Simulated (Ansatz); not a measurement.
**Ni: is there a lower state than plain starts find?**

Aim: test whether Ni has a self-consistent state below the best one that plain SCF starts reached, by the runs listed below. The cell (2 atoms) is Ni in its deposited structure (space group Fm-3m, primitive cell doubled). Source: COD entry 1534892; the sample's temperature and pressure aren't taken into account.

Computed with Ansatz 0.2.0 (DFT PBE, PAW, plane waves, scalar-relativistic, unless a step's input says otherwise).

## (1) The structure to begin with

It takes space group Fm-3m (No. 225, cubic). Conventional cell: a = 3.450 Å, b = 3.450 Å, c = 3.450 Å, α = 90.00°, β = 90.00°, γ = 90.00°. Around Ni (site symmetry m-3m) lie 12 Ni at 2.44 Å.

As a file:

```cif
data_structure
_symmetry_space_group_name_H-M 'P 1'
_symmetry_Int_Tables_number 1
_cell_length_a 2.4395
_cell_length_b 4.8790
_cell_length_c 2.4395
_cell_angle_alpha 60.000
_cell_angle_beta 60.000
_cell_angle_gamma 60.000
_cell_volume 20.53
loop_
_atom_site_label
_atom_site_type_symbol
_atom_site_fract_x
_atom_site_fract_y
_atom_site_fract_z
_atom_site_occupancy
Ni1 Ni 0.00000 0.00000 0.00000 1
Ni2 Ni 0.00000 0.50000 0.00000 1
```

Atoms are counted from 1 in the order of input.yaml (Ni2 and so on).

Known so far: 8 plain starts ended in 3 states. The lowest came from “spin on, no moments given (the program may seed its own), plain SCF”: ferromagnetic, site moments Ni1 0.64, Ni2 0.64 μB, total 1.22 μB per cell, no gap on the k-mesh, free energy -11679.4030 eV.

Runs to come: parallel moments, default search for lower states; opposed moments +-, default search for lower states; the moments typed in its input, symmetry off, plain SCF; the moments typed in its input, standard search for lower states.

“Plain SCF” means no search for lower states. The default search runs further SCF cycles only where the state itself hints at a lower one. The standard and full searches may also try other magnetic orders and fillings, and need not reach the lowest state. With a search on, the program may also reshape the start on open shells. 

The total moment includes the space between the atomic spheres.

## (2) Parallel moments, default search for lower states

Contents of input.yaml:

```yaml
crystal:
  lattice:
    - [0.0, 1.725, 1.725]
    - [3.45, 0.0, 3.45]
    - [1.725, 1.725, 0.0]
  atoms:
    - { symbol: Ni, position: [0.0, 0.0, 0.0], spin: 2.0 }
    - { symbol: Ni, position: [0.0, 0.5, 0.0], spin: 2.0 }
magnetization:
  spin_polarized: true
hamiltonian:
  xc: pbe
  pseudopotentials: { kind: paw }
basis:
  ecutwfc: 420
kpoints:
  mp_grid: { grid: [13, 7, 13] }
scf:
  occupations: { method: gaussian, width: 0.1 }
output:
  forces: true
  stress: true
  write_density: true
  write_potential: true
  elf: true
  volumetric_format: npy
```

Launch:

```console
ansatz run input.yaml --threads 2 --pin off --max-ram 5120MiB --backend cpu --events-out ev --progress --plain --runs-dir out
```

Standard output, shortened:

```text
Warning: crystal.symmetry: narrowed to the stabiliser of the k-point mesh — unitary ops 24 → 8; excluded 16 operations that carry a point of the 13×7×13 mesh (shift [0, 0, 0]) off the mesh (the run samples exactly the mesh kpoints.mp_grid names, as under crystal.symmetry.detect: false, [...]
Pseudopotentials: kind: paw
Pseudopotential: Ni, paw, valence charge 18, recommended cutoff 420 eV (normal), Ni.paw.azcp
Functional definition: PBE
[...]
Crystal: 2 atoms, lattice volume = 20.532 Å³
Basis set: ecut = 420 eV, 391 PW (Γ), exchange–correlation on 36×72×36 points (8 copies of the dense FFT grid, shifted against one another)
Bands: 24, of which v1, the nominal top of the filled ones, is band 18 counted from 1 (17 counted from 0)
Symmetry: 8 space group operations
k-points: 322 of 1183
[...]
Starting moments: Σ|m| = 4 μB on 2 of 2 sites
[...]
SCF iter   1: F=—  HF=-11678.116462 eV  |F-HF|=—  |Δ(HF+E_count)|=         —  Δρ=1.78e-1 (↑1.78e-1 ↓8.27e-2)  dr2=1.55e0  dr2_m=3.05e0  M=1.901 μB ∫|m|=2.036 μB  β_m=0.30  ethr=3.10e-3  ⟨swp⟩=5.0  Hψ=56152  notcnv=0
[...]
SCF iter  10: F=-11679.403030 eV  HF=-11679.403030 eV  |F-HF|=7.31e-10  |Δ(HF+E_count)|=   8.41e-9  Δρ=1.75e-6 (↑1.75e-6 ↓1.29e-6)  dr2=9.06e-10  dr2_m=2.64e-11  M=1.215 μB ∫|m|=1.380 μB  ethr=2.78e-10  ⟨swp⟩=9.3  Hψ=96637  notcnv=0
[...]
SCF converged after 10 iterations
Magnetization: 1.2153 μB (18.6076 up, 17.3924 down)
Absolute magnetization: 1.3818 μB (∫|ρ↑−ρ↓|, with the PAW one-centre terms)
Spin contamination: 0.0116 ħ² per cell (⟨S²⟩ above its minimum at these occupations)
Per-site moments (μB) at R_I (Å): [(0.643307772999717, 1.0063013379761054), (0.643307772999717, 1.0063013379761054)]
Free energy (F): -11679.403030 eV
[...]
E sigma→0 (E₀):  -11679.395266 eV
Entropy (-TS):   -0.015528 eV (-7.764 meV/atom)
Fermi energy:    19.557929 eV
[... 29 lines left out: energy terms, forces, stress, bands ...]
```

Wall time 26 s (2 threads of Arm Neoverse N1, shared host); peak memory 0.53 GiB.

This is the state of step 1 again (ferromagnetic), after 10 iterations.

## (3) Opposed moments +-, default search for lower states

Changes to input.yaml since step 2:

```diff
@@ -7,3 +7,3 @@
     - { symbol: Ni, position: [0.0, 0.0, 0.0], spin: 2.0 }
-    - { symbol: Ni, position: [0.0, 0.5, 0.0], spin: 2.0 }
+    - { symbol: Ni, position: [0.0, 0.5, 0.0], spin: -2.0 }
 magnetization:
```

Launch:

```console
ansatz run input.yaml --threads 2 --pin off --max-ram 5120MiB --backend cpu --events-out ev --progress --plain --runs-dir out
```

Standard output, shortened:

```text
Warning: crystal.symmetry: narrowed to the stabiliser of the k-point mesh — unitary ops 12 → 4; excluded 8 operations that carry a point of the 13×7×13 mesh (shift [0, 0, 0]) off the mesh (the run samples exactly the mesh kpoints.mp_grid names, as under crystal.symmetry.detect: false, and [...]
[... 11 lines as in an earlier run ...]
Symmetry: 4 space group operations
[... 5 lines as in an earlier run ...]
Starting moments: Σ|m| = 4 μB on 2 of 2 sites
[... 2 lines as in an earlier run ...]
spin-down is spin-up translated by (0, 0.5, 0): one eigenproblem is solved per k-point and the antiferromagnetic symmetry of the starting moments is kept exactly by this SCF (crystal.symmetry.spin_inversion_symmetry: false solves both channels; [...]
SCF iter   1: F=—  HF=-11678.177846 eV  |F-HF|=—  |Δ(HF+E_count)|=         —  Δρ=1.88e-1 (↑1.88e-1 ↓1.88e-1)  dr2=1.49e0  dr2_m=6.06e0  M=0.000 μB ∫|m|=1.415 μB  β_m=0.30  ethr=3.10e-3  ⟨swp⟩=4.9  Hψ=28287  notcnv=0  defer=68
[...]
Starting moments: Σ|m| = 4 μB on 2 of 2 sites; this step starts from the density that it was given
[...]
SCF iter   3: F=-11679.403030 eV  HF=-11679.403030 eV  |F-HF|=1.87e-10  |Δ(HF+E_count)|=   2.69e-8  Δρ=1.11e-6 (↑2.29e-7 ↓1.11e-6)  dr2=2.34e-10  dr2_m=6.89e-11  M=1.215 μB ∫|m|=1.380 μB  ethr=4.74e-11  ⟨swp⟩=5.1  Hψ=81321  notcnv=0
[...]
the run went on to a lower state, not held to the crystal's whole symmetry: an SCF along what the orbitals of the run's state read of its open shells (or to have them read: on a GPU, or by another smearing), with the run's symmetry operations kept and the antiferromagnet's [...]
WARN: the starting moments were not kept: 1 of 2 ended reversed and 1 kept their direction, counting a site from 0.1 of the cell's largest site moment. The largest reversed, site 1 (counted from 0, in the order of the report's site_moments_mub), started with -2.0 μB and closes at +6.4e-1 [...]
SCF converged after 3 iterations
Magnetization: 1.2153 μB (18.6076 up, 17.3924 down)
Absolute magnetization: 1.3818 μB (∫|ρ↑−ρ↓|, with the PAW one-centre terms)
Spin contamination: 0.0116 ħ² per cell (⟨S²⟩ above its minimum at these occupations)
Per-site moments (μB) at R_I (Å): [(0.6433097633563557, 1.0063013379761054), (0.6433100007390395, 1.0063013379761054)]
Free energy (F): -11679.403030 eV
[...]
E sigma→0 (E₀):  -11679.395266 eV
Entropy (-TS):   -0.015528 eV (-7.764 meV/atom)
Fermi energy:    19.557952 eV
[... 29 lines left out: energy terms, forces, stress, bands ...]
```

It took 4.3 min on 2 threads of Arm Neoverse N1, shared host; peak memory 1.3 GiB.

The run ends in the same state as step 1 (ferromagnetic); it took 29 iterations.

## (4) The moments typed in its input, symmetry off, plain SCF

Changes to input.yaml since step 3:

```diff
@@ -8,2 +8,3 @@
     - { symbol: Ni, position: [0.0, 0.5, 0.0], spin: -2.0 }
+  symmetry: { detect: false, time_reversal: true }
 magnetization:
@@ -19,2 +20,3 @@
   occupations: { method: gaussian, width: 0.1 }
+  lower_state_search: "off"
 output:
@@ -22,5 +24 @@
   stress: true
-  write_density: true
-  write_potential: true
-  elf: true
-  volumetric_format: npy
```

Launch:

```console
ansatz run input.yaml --threads 2 --pin off --max-ram 5120MiB --backend cpu --events-out ev --progress --plain --runs-dir out
```

Standard output:

```text
[... 11 lines as in an earlier run ...]
Symmetry: 1 space group operations
k-points: 592 of 1183 (time reversal used)
[... 4 lines as in an earlier run ...]
Starting moments: Σ|m| = 4 μB on 2 of 2 sites
[... 2 lines as in an earlier run ...]
iter 1 solved again at ethr=4.42e-5 eV; its pass at ethr=3.10e-3 eV (dr2=1.59e-2 eV) is discarded
SCF iter   1: F=—  HF=-11678.570309 eV  |F-HF|=—  |Δ(HF+E_count)|=         —  Δρ=1.41e-1 (↑1.41e-1 ↓1.41e-1)  dr2=1.59e-2  dr2_m=3.70e0  M=0.000 μB ∫|m|=1.879 μB  β_m=0.30  ethr=4.42e-5  ⟨swp⟩=1.3  Hψ=142544  notcnv=0
Mixer restart at iter 1: flushing history
preconditioner: auto → none  [metal: Δε(μ)=0.003 eV  Ē_g=12.172 eV  σ=0.100 eV  W_gap=0.02  n_scr=2 (ndim 8)  ℏωp=36.6 eV  f_vac=0.000  D(μ)=4.81/eV (n_scr^D=110)  sad-step TF]
spin-set hold released at iteration 1 (the charge has settled, or the pull on large starting moments outlasts its swing): the magnetisation degrees of freedom join the quasi-Newton model from the next iteration; the mixer history was flushed
SCF iter   2: F=—  HF=-11678.817896 eV  |F-HF|=—  |Δ(HF+E_count)|=   2.48e-1  Δρ=1.13e-1 (↑1.13e-1 ↓1.13e-1)  dr2=1.82e-2  dr2_m=2.40e0  M=0.000 μB ∫|m|=1.705 μB  β_m=0.53  ethr=4.42e-5  ⟨swp⟩=2.1  Hψ=44071  notcnv=0
SCF iter   3: F=—  HF=-11679.376212 eV  |F-HF|=—  |Δ(HF+E_count)|=   5.58e-1  Δρ=4.45e-2 (↑4.45e-2 ↓4.45e-2)  dr2=5.26e-1  dr2_m=1.46e-1  M=-0.000 μB ∫|m|=1.074 μB  β_m=0.45  ethr=4.42e-5  ⟨swp⟩=3.2  Hψ=70826  notcnv=0  defer=798
SCF iter   4: F=—  HF=-11679.285596 eV  |F-HF|=—  |Δ(HF+E_count)|=   9.06e-2  Δρ=1.38e-2 (↑1.38e-2 ↓1.37e-2)  dr2=2.10e-3  dr2_m=3.40e-2  M=0.000 μB ∫|m|=0.819 μB  β_m=0.68  ethr=4.42e-5  ⟨swp⟩=2.3  Hψ=58768  notcnv=0  defer=1372
SCF iter   5: F=—  HF=-11679.293507 eV  |F-HF|=—  |Δ(HF+E_count)|=   7.91e-3  Δρ=6.51e-3 (↑4.69e-3 ↓6.51e-3)  dr2=3.02e-3  dr2_m=4.96e-3  M=-0.008 μB ∫|m|=0.663 μB  β_m=0.84  ethr=5.84e-6  ⟨swp⟩=2.0  Hψ=54736  notcnv=0  defer=1352
SCF iter   6: F=—  HF=-11679.384510 eV  |F-HF|=—  |Δ(HF+E_count)|=   9.10e-2  Δρ=6.92e-2 (↑6.92e-2 ↓5.20e-2)  dr2=2.54e0  dr2_m=7.60e-2  M=0.201 μB ∫|m|=0.476 μB  β_m=0.45  ethr=5.84e-6  ⟨swp⟩=2.3  Hψ=55364  notcnv=0  defer=1352  recentre
SCF iter   7: F=—  HF=-11679.297240 eV  |F-HF|=—  |Δ(HF+E_count)|=   8.73e-2  Δρ=2.82e-3 (↑2.82e-3 ↓2.17e-3)  dr2=2.33e-3  dr2_m=5.19e-4  M=-0.010 μB ∫|m|=0.553 μB  β_m=0.63  ethr=5.84e-6  ⟨swp⟩=2.1  Hψ=60395  notcnv=0  defer=1363
SCF iter   8: F=—  HF=-11679.297438 eV  |F-HF|=—  |Δ(HF+E_count)|=   1.99e-4  Δρ=6.33e-4 (↑6.33e-4 ↓5.49e-4)  dr2=5.38e-5  dr2_m=3.93e-5  M=-0.006 μB ∫|m|=0.539 μB  β_m=0.74  ethr=5.84e-6  ⟨swp⟩=1.1  Hψ=29759  notcnv=0  defer=1361
SCF iter   9: F=—  HF=-11679.297475 eV  |F-HF|=—  |Δ(HF+E_count)|=   3.70e-5  Δρ=8.87e-4 (↑3.55e-4 ↓8.87e-4)  dr2=9.47e-5  dr2_m=5.38e-5  M=-0.011 μB ∫|m|=0.534 μB  β_m=0.74  ethr=1.49e-7  ⟨swp⟩=2.1  Hψ=46070  notcnv=0  defer=1362
SCF iter  10: F=—  HF=-11679.297504 eV  |F-HF|=—  |Δ(HF+E_count)|=   2.86e-5  Δρ=1.33e-3 (↑9.84e-4 ↓1.33e-3)  dr2=4.92e-4  dr2_m=1.35e-4  M=-0.019 μB ∫|m|=0.529 μB  β_m=0.87  ethr=1.49e-7  ⟨swp⟩=1.8  Hψ=33882  notcnv=0  defer=1362  recentre
SCF iter  11: F=—  HF=-11679.297577 eV  |F-HF|=—  |Δ(HF+E_count)|=   7.28e-5  Δρ=2.17e-3 (↑2.17e-3 ↓2.16e-3)  dr2=1.95e-3  dr2_m=4.02e-4  M=-0.033 μB ∫|m|=0.521 μB  β_m=0.94  ethr=1.49e-7  ⟨swp⟩=1.9  Hψ=32785  notcnv=0  defer=1362
SCF iter  12: F=—  HF=-11679.297517 eV  |F-HF|=—  |Δ(HF+E_count)|=   6.00e-5  Δρ=1.29e-3 (↑1.26e-3 ↓1.29e-3)  dr2=6.83e-4  dr2_m=1.35e-4  M=-0.018 μB ∫|m|=0.525 μB  β_m=0.97  ethr=1.49e-7  ⟨swp⟩=1.6  Hψ=31137  notcnv=0  defer=1362
SCF iter  13: F=—  HF=-11679.297511 eV  |F-HF|=—  |Δ(HF+E_count)|=   5.67e-6  Δρ=1.18e-3 (↑9.71e-4 ↓1.18e-3)  dr2=4.88e-4  dr2_m=9.75e-5  M=-0.016 μB ∫|m|=0.521 μB  β_m=0.98  ethr=1.49e-7  ⟨swp⟩=2.1  Hψ=34953  notcnv=0  defer=1362
SCF iter  14: F=—  HF=-11679.297507 eV  |F-HF|=—  |Δ(HF+E_count)|=   4.08e-6  Δρ=9.61e-4 (↑8.72e-4 ↓9.61e-4)  dr2=2.80e-4  dr2_m=9.13e-5  M=0.016 μB ∫|m|=0.517 μB  β_m=0.99  ethr=1.49e-7  ⟨swp⟩=2.2  Hψ=36829  notcnv=0  defer=1362
SCF iter  15: F=—  HF=-11679.297495 eV  |F-HF|=—  |Δ(HF+E_count)|=   1.17e-5  Δρ=4.97e-4 (↑4.97e-4 ↓4.27e-4)  dr2=4.35e-5  dr2_m=2.90e-5  M=0.010 μB ∫|m|=0.518 μB  β_m=1.00  ethr=1.49e-7  ⟨swp⟩=1.0  Hψ=27083  notcnv=0  defer=1362
SCF iter  16: F=—  HF=-11679.297501 eV  |F-HF|=—  |Δ(HF+E_count)|=   5.91e-6  Δρ=7.43e-4 (↑6.70e-4 ↓7.43e-4)  dr2=1.38e-4  dr2_m=6.15e-5  M=0.014 μB ∫|m|=0.518 μB  β_m=1.00  ethr=1.21e-7  ⟨swp⟩=1.0  Hψ=27096  notcnv=0  defer=1362  recentre
SCF iter  17: F=—  HF=-11679.297497 eV  |F-HF|=—  |Δ(HF+E_count)|=   4.23e-6  Δρ=5.91e-4 (↑5.83e-4 ↓5.91e-4)  dr2=1.66e-4  dr2_m=2.35e-5  M=0.007 μB ∫|m|=0.519 μB  β_m=1.00  ethr=1.21e-7  ⟨swp⟩=1.0  Hψ=27054  notcnv=0  defer=1362
SCF iter  18: F=—  HF=-11679.297491 eV  |F-HF|=—  |Δ(HF+E_count)|=   6.30e-6  Δρ=9.79e-5 (↑9.79e-5 ↓9.53e-5)  dr2=4.45e-6  dr2_m=7.11e-7  M=0.001 μB ∫|m|=0.519 μB  β_m=1.00  ethr=1.21e-7  ⟨swp⟩=1.0  Hψ=27090  notcnv=0  defer=1362
iter 19 did not close the SCF: its close was put off for a magnetic moment that had not settled (scf_convergence_deferred on its scf_iter line)
SCF iter  19: F=-11679.297490 eV  HF=-11679.297490 eV  |F-HF|=5.28e-8  |Δ(HF+E_count)|=   1.42e-7  Δρ=2.18e-5 (↑1.51e-5 ↓2.18e-5)  dr2=5.64e-8  dr2_m=1.14e-8  M=0.000 μB ∫|m|=0.519 μB  β_m=0.80  ethr=2.78e-10  ⟨swp⟩=3.2  Hψ=103548  notcnv=0
iter 20 did not close the SCF: its close was put off for a magnetic moment that had not settled (scf_convergence_deferred on its scf_iter line)
SCF iter  20: F=-11679.297490 eV  HF=-11679.297490 eV  |F-HF|=2.83e-9  |Δ(HF+E_count)|=   1.48e-8  Δρ=5.22e-6 (↑3.53e-6 ↓5.22e-6)  dr2=3.45e-9  dr2_m=1.90e-9  M=-0.000 μB ∫|m|=0.519 μB  β_m=0.90  ethr=1.57e-10  ⟨swp⟩=2.8  Hψ=99916  notcnv=0
SCF iter  21: F=-11679.297490 eV  HF=-11679.297490 eV  |F-HF|=6.75e-10  |Δ(HF+E_count)|=  4.02e-10  Δρ=2.89e-6 (↑2.89e-6 ↓1.71e-6)  dr2=8.29e-10  dr2_m=5.67e-10  M=-0.000 μB ∫|m|=0.519 μB  ethr=9.59e-12  ⟨swp⟩=2.0  Hψ=84457  notcnv=0
The SCF converged. Along the directions that its mixing steps explored, a Ritz value of the dielectric operator 1 − χ₀K read negative at each of the last 4 readings (its real part and the size of its imaginary part sum to between -0.64 and -0.63).
SCF 1 converged in 21 iterations: F = -11679.297490 eV  dr2 = 8.29e-10
No search for a lower state was made along the close's negative reading: the deck asks for none (scf.lower_state_search: off) (following: asked_to_warn; scf.lower_state_search in the input reference).
SCF converged after 21 iterations
Magnetization: -0.0000 μB (18.0000 up, 18.0000 down)
Absolute magnetization: 0.5189 μB (∫|ρ↑−ρ↓|, with the PAW one-centre terms)
Spin contamination: 0.1845 ħ² per cell (⟨S²⟩ above its minimum at these occupations)
Per-site moments (μB) at R_I (Å): [(0.2536345938155915, 1.0063013379761054), (-0.2536557864393375, 1.0063013379761054)]
Free energy (F): -11679.297490 eV
Harris-Foulkes:  -11679.297490 eV  (|F-HF|=6.75e-10)
Internal energy: -11679.267950 eV  (E = F + TS)
E sigma→0 (E₀):  -11679.282720 eV
Entropy (-TS):   -0.029540 eV (-14.770 meV/atom)
Fermi energy:    19.386547 eV
--- Per-component energies (eV) ---
  E_band       = -523.180935
  E_kinetic    = 567.017444
  E_local      = -6682.944958  (includes V_loc(G=0)·N_el)
  E_nonlocal   = 1270.497775
  E_hartree    = 2795.704514
  E_xc         = -170.790200
  E_vxc        = -220.319985  (∫ρ·V_xc dr)
  E_paw        = -3258.577842  (= ΣΔE_a)
  E_vpaw       = -1048.841851  (= ΣTr[D̂ρ^β])
  E_aug_tail   = 0.000927  (compensation charges beyond the density's cutoff)
  E_ewald      = -6200.175610
  E_smearing   = -0.029540  (= −TS)
  E_closure    = -0.000000  (closes the sum)
  Σ components = -11679.297490   (vs F -11679.297490, Δ=0.00e0)
--- Forces (eV/Å), atoms counted from 1 ---
  atom   1  Ni     0.00000067    -0.00000067     0.00000067
  atom   2  Ni    -0.00000067     0.00000067    -0.00000067
  max |Σ_I F_I| component: 3.88e-9 eV/Å
--- Stress (GPa, compression-positive) ---
       12.753305      -0.356015       0.326647
       -0.356015      12.547952      -0.356015
        0.326647      -0.356015      12.753305
  P = ⅓ Tr σ = 12.6849 GPa (126.849 kbar)
```

Run time: 1.8 min. Hardware: 2 threads of Arm Neoverse N1, shared host; peak memory 0.78 GiB.

End: antiferromagnetic (magnetic neighbours of Ni2 with a moment over 0.3 of its own that point the other way: 6 of 12 at 2.44 Å, 6 of 6 at 3.45 Å), site moments Ni1 0.25, Ni2 -0.25 μB, total 0.00 μB per cell, no gap on the k-mesh. Against step 1, the lowest until now, it is 52.8 meV/atom higher. The program's check reads this end as a saddle point, not a minimum.

## (5) The moments typed in its input, standard search for lower states

Changes to input.yaml since step 4:

```diff
@@ -8,3 +8,2 @@
     - { symbol: Ni, position: [0.0, 0.5, 0.0], spin: -2.0 }
-  symmetry: { detect: false, time_reversal: true }
 magnetization:
@@ -20,3 +19,3 @@
   occupations: { method: gaussian, width: 0.1 }
-  lower_state_search: "off"
+  lower_state_search: standard
 output:
```

Launch:

```console
ansatz run input.yaml --threads 2 --pin off --max-ram 5120MiB --backend cpu --events-out ev --progress --plain --runs-dir out
```

Standard output, shortened:

```text
[... 1 line as in an earlier run ...]
the run goes by scf.lower_state_search standard: where its kind and settings allow, a search for a lower-energy state can add stability tests and further SCF calculations, which can take several times, in some runs tens of times, as long as the SCF (see the manual's entry of the key); [...]
[... 17 lines as in an earlier run ...]
Starting moments: Σ|m| = 4 μB on 2 of 2 sites
[... 3 lines as in an earlier run ...]
SCF iter   1: F=—  HF=-11678.177846 eV  |F-HF|=—  |Δ(HF+E_count)|=         —  Δρ=1.88e-1 (↑1.88e-1 ↓1.88e-1)  dr2=1.49e0  dr2_m=6.06e0  M=0.000 μB ∫|m|=1.415 μB  β_m=0.30  ethr=3.10e-3  ⟨swp⟩=4.9  Hψ=28287  notcnv=0  defer=68
[...]
Starting moments: Σ|m| = 4 μB on 2 of 2 sites; this step starts from the density that it was given
[...]
[... 1 line as in an earlier run ...]
[...]
[... 1 line as in an earlier run ...]
[...]
[... 1 line as in an earlier run ...]
[...]
[... 1 line as in an earlier run ...]
[...]
SCF iter   3: F=-11679.403030 eV  HF=-11679.403030 eV  |F-HF|=1.80e-10  |Δ(HF+E_count)|=   2.69e-8  Δρ=1.10e-6 (↑2.30e-7 ↓1.10e-6)  dr2=2.33e-10  dr2_m=6.89e-11  M=1.215 μB ∫|m|=1.380 μB  ethr=4.73e-11  ⟨swp⟩=2.0  Hψ=46451  notcnv=0
[...]
[... 2 lines as in an earlier run ...]
SCF converged after 3 iterations
Magnetization: 1.2153 μB (18.6076 up, 17.3924 down)
Absolute magnetization: 1.3818 μB (∫|ρ↑−ρ↓|, with the PAW one-centre terms)
Spin contamination: 0.0116 ħ² per cell (⟨S²⟩ above its minimum at these occupations)
Per-site moments (μB) at R_I (Å): [(0.6433097652501084, 1.0063013379761054), (0.6433099989623261, 1.0063013379761054)]
Free energy (F): -11679.403030 eV
[...]
E sigma→0 (E₀):  -11679.395266 eV
Entropy (-TS):   -0.015528 eV (-7.764 meV/atom)
Fermi energy:    19.557952 eV
[... 29 lines left out: energy terms, forces, stress, bands ...]
```

Run time: 4.1 min. Hardware: 2 threads of Arm Neoverse N1, shared host; peak memory 1.3 GiB.

Nothing new: the 29 iterations lead to the state found in step 1 (ferromagnetic).

## (6) All ends together

```tsv
step	iterations	state	moments of Ni1 Ni2 (μB)	total (μB)	gap (eV)	pressure (GPa)	above lowest (meV/atom)
1	11	1	0.64 0.64	1.22	none	13.4	0.0
2	10	1	0.64 0.64	1.22	none	13.4	0.0
3	29	1	0.64 0.64	1.22	none	13.4	0.0
4	21	2	0.25 -0.25	0.00	none	12.7	52.8
5	29	1	0.64 0.64	1.22	none	13.4	0.0
```

States are numbered from the lowest. Starts by step: 2 parallel moments, default search for lower states; 3 opposed moments +-, default search for lower states; 4 the moments typed in its input, symmetry off, plain SCF; 5 the moments typed in its input, standard search for lower states. Step 1 is the best of the earlier plain starts.

The 4 runs of this session took 11 min in all, from 26 s to 4.3 min each.

Decimal logarithm of the largest residual (eV) by iteration, counted through all cycles of a run:

```tsv
iteration	step 2	step 3	step 4	step 5
1	0.5	0.8	0.6	0.8
2	0.3	0.6	0.4	0.6
3	-0.2	0.7	-0.3	0.7
4	-1.2	-1.2	-1.5	-1.2
5	-2.4	-2.3	-2.3	-2.3
6	-3.4	-3.2	0.4	-3.2
9	-7.0	-7.1	-4.0	-7.1
11	-	-9.0	-2.7	-9.0
14	-	-3.6	-3.6	-3.6
16	-	-7.3	-3.9	-7.3
19	-	-9.0	-7.2	-9.0
21	-	-3.1	-9.1	-3.1
24	-	-6.8	-	-6.8
26	-	-7.8	-	-7.8
29	-	-9.6	-	-9.6
```

## (7) Results

| quantity | value |
| --- | --- |
| distinct states | 2 from 5 converged runs, the best start of step 1 counted |
| lowest state | ferromagnetic |
| its moments | Ni1 0.64, Ni2 0.64 μB |
| total moment | 1.22 μB per cell |
| gap on the k-mesh | none |
| pressure | 13.4 GPa |
| largest force | 0.000 eV/Å |
| next state | antiferromagnetic, 52.8 meV/atom higher |

In words: No run goes below the best plain start. The 5 converged runs end in 2 distinct states. The best antiferromagnetic state lies 52.8 meV/atom above the best ferromagnetic one. The search isn't exhaustive: larger magnetic cells and non-collinear orders weren't tried. State 2 reads as a saddle point, which a small push may leave. The mesh has less symmetry than the lattice, which lowers the symmetry of the run.
